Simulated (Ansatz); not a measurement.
Predict the output of the script below (Ansatz's Python interface).

`case.extxyz`
```text
2
Lattice="0.0 2.956 2.956 2.956 0.0 2.956 2.956 2.956 0.0" Properties=species:S:1:pos:R:3 pbc="T T T"
Ca    0.00000000    0.00000000    0.00000000
Se    2.95600000    2.95600000    2.95600000
```

`restart_case.py`
```python
import argparse

import ansatz as az

FUNCTIONAL = "rpbe"
DISPERSION = "D4"
KSPACING = 0.32
FILLING = "fixed"
MIXING_BETA = 0.1

xtal = az.Crystal.from_extxyz("case.extxyz")

parser = argparse.ArgumentParser()
parser.add_argument("stage", choices=["scf", "bands"])
stage = parser.parse_args().stage
base = xtal.calculation()
base = base.functional(FUNCTIONAL, dispersion=DISPERSION)
base = base.basis(47 * az.Ry).accuracy("medium")
base = base.kpoints(spacing=KSPACING)
base = base.occupations(FILLING)
base = base.mixing("broyden", beta=MIXING_BETA)
if stage == "scf":
    report = base.checkpoint(write="state").run(threads=1, backend="cpu").report
    print(f"F = {report['free_energy_ev']:.5f} eV after {report['n_iterations']} iterations, saved")
else:
    points = {"K": (0.375, 0.375, 0.75), "G": (0.0, 0.0, 0.0), "L": (0.5, 0.5, 0.5), "W": (0.5, 0.25, 0.75), "X": (0.5, 0.0, 0.5)}
    done = base.checkpoint(read="state", post_process_only=True).band_structure(list(points.values()), intervals=1).run(threads=1, backend="cpu")
    bands = done.band_structure()
    for label, levels in zip(points, bands.channels[0].eigenvalues_ev - bands.fermi_energy_ev):
        print(f"{label:3s}", " ".join(f"{e:7.3f}" for e in levels if abs(e) < 6))
```

`python restart_case.py scf` gives:
```text
F = -7301.15742 eV after 7 iterations, saved
```

Running `python restart_case.py bands` prints:
```text
K    -2.231  -2.015  -1.101   3.378   5.756   5.800   5.805
G     0.000   0.000   0.000   3.535   3.804   3.804   3.804
L    -3.234  -1.180  -1.180   4.641   5.571   5.590   5.590
W    -1.957  -1.957  -1.648   4.493   4.493   5.339   5.796
X    -2.496  -0.925  -0.925   2.135   5.090   5.223
```

Caveats:
- These settings explore the input space; cutoff and mesh may be short of convergence.
- The computed bands are complete only to about 3.8 eV above the Fermi level.
- Of the deposited cell: the entry's cell lengths or inner coordinates differ somewhat from later room-temperature determinations.
- The starting cell is as deposited in a crystallographic database; the results hold for this polymorph, which needn't be the stable one.
- Gaps and levels are Kohn-Sham values on a finite set of k-points, without spin-orbit coupling.
- Wall time of the script: 4.1 s on 1 thread of Arm Neoverse V1, on a shared host, peak memory 0.37 GiB.

(Lines on the test bed's own set-up are left out of the output.)
